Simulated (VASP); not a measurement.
Here is a VASP 6.6.1 calculation.

File POSCAR:

```
ZrSe2
1.0
    3.7666600705     -0.0000000000     -0.0000000000
   -1.8833300353      3.2620233085     -0.0000000000
   -0.0000000000      0.0000000000      6.1452625860
  Zr              Se
     1     2
Direct
     0.0000000000000000    1.0000000000000000    1.0000000000000000
     0.3333333332999970    0.6666666667000030    0.2594354790768170
     0.6666666667000030    0.3333333332999970    0.7405645209231830
```

The input INCAR.step1:

```
SYSTEM = ZrSe2
  PREC = Accurate
  ENCUT = 600
  EDIFF = 1E-8
  ISMEAR = 0
  SIGMA = 0.03
  LREAL = .FALSE.
  LASPH = .TRUE.
  NELM = 80
  ALGO = Normal
  ISIF = 3
  LWAVE = .FALSE.
  LCHARG = .FALSE.
  GGA = MK
  LUSE_VDW = .TRUE.
  AGGAC = 0.0
  PARAM1 = 0.1234
  PARAM2 = 0.711357
  ZAB_VDW = -1.8867
  KPAR = 2
  IBRION = 2
  NSW = 40
  EDIFFG = -0.002
```

File INCAR.step2:

```
SYSTEM = ZrSe2
  PREC = Accurate
  ENCUT = 600
  EDIFF = 1E-8
  ISMEAR = 0
  SIGMA = 0.03
  LREAL = .FALSE.
  LASPH = .TRUE.
  NELM = 80
  ALGO = Normal
  ISIF = 2
  LWAVE = .FALSE.
  LCHARG = .FALSE.
  GGA = MK
  LUSE_VDW = .TRUE.
  AGGAC = 0.0
  PARAM1 = 0.1234
  PARAM2 = 0.711357
  ZAB_VDW = -1.8867
  KPAR = 2
  IBRION = 6
  NFREE = 2
  POTIM = 0.015
  NSW = 1
```

Contents of KPOINTS:

```
regular mesh
0
G
  9 9 5
  0 0 0
```

Potentials or basis: VASP PAW PBE potentials, release 64 (Zr_sv, Se).

The run is started by

```console
$ cat potpaw_PBE.64/Zr_sv/POTCAR potpaw_PBE.64/Se/POTCAR > POTCAR
$ cp INCAR.step1 INCAR
$ mpirun -np 2 vasp_std > vasp.out
$ cp CONTCAR POSCAR
$ cp INCAR.step2 INCAR
$ mpirun -np 2 vasp_std > vasp.out
```

Estimate the highest phonon frequency at Γ, LO-TO splitting left out.

243 cm⁻¹.

Phonon frequencies in cm⁻¹ (negative: imaginary):
| q point | frequencies |
| --- | --- |
| (0.000, 0.000, 0.000) | 0 0 0 101 101 143 143 191 243 |
